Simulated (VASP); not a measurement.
Crystal: Si.

```
Si
1.0
    -1.62691    1.62691    1.32033
     1.62691   -1.62691    1.32033
     1.62691    1.62691   -1.32033
Si
1
Cartesian
  0.0000 0.0000 0.0000
```

This isn't the form of Si at room conditions, which is diamond.

```yaml
Program: VASP 6.6.1
Task: relaxation of cell and atoms
Functional: r2SCAN
Potentials_or_basis: VASP PAW PBE potentials, release 64 (Si)
Cutoff: 600 eV
k_mesh: 12 × 12 × 12
Occupations: fermi-dirac, width 0.05 eV
Spin: no spin polarisation
```

At the start: pressure 0.4 GPa; volume 13.98 Å³/atom.

Where does the relaxation end?

Over 9 steps the energy falls by 9.5 meV/atom and the volume is 14.08 Å³/atom (+0.7 %); space group I4/mmm (No. 139, to 0.05 Å).

The path:
```
step  energy change (eV)  largest force (eV/Å)  pressure (GPa)  volume (Å³)
   1              0.0000                0.0000            0.37        13.98
   2             -0.0077                0.0000            0.02        14.04
   3             -0.0086                0.0000           -0.10        14.06
   4             -0.0095                0.0000           -0.16        14.09
   5             -0.0095                0.0000           -0.15        14.10
   6             -0.0095                0.0000           -0.15        14.09
   7             -0.0095                0.0000           -0.15        14.10
   8             -0.0095                0.0000            0.07        14.07
   9             -0.0095                0.0000            0.00        14.08
```

Final structure:
```cif
data_structure
_symmetry_space_group_name_H-M 'P 1'
_symmetry_Int_Tables_number 1
_cell_length_a 2.6714
_cell_length_b 2.6714
_cell_length_c 2.6714
_cell_angle_alpha 103.284
_cell_angle_beta 103.284
_cell_angle_gamma 122.714
_cell_volume 14.08
loop_
_atom_site_label
_atom_site_type_symbol
_atom_site_fract_x
_atom_site_fract_y
_atom_site_fract_z
_atom_site_occupancy
Si1 Si 0.00000 0.00000 0.00000 1
```

Caveat: the PAW data sets were made with another functional, which shifts forces and pressure a little.
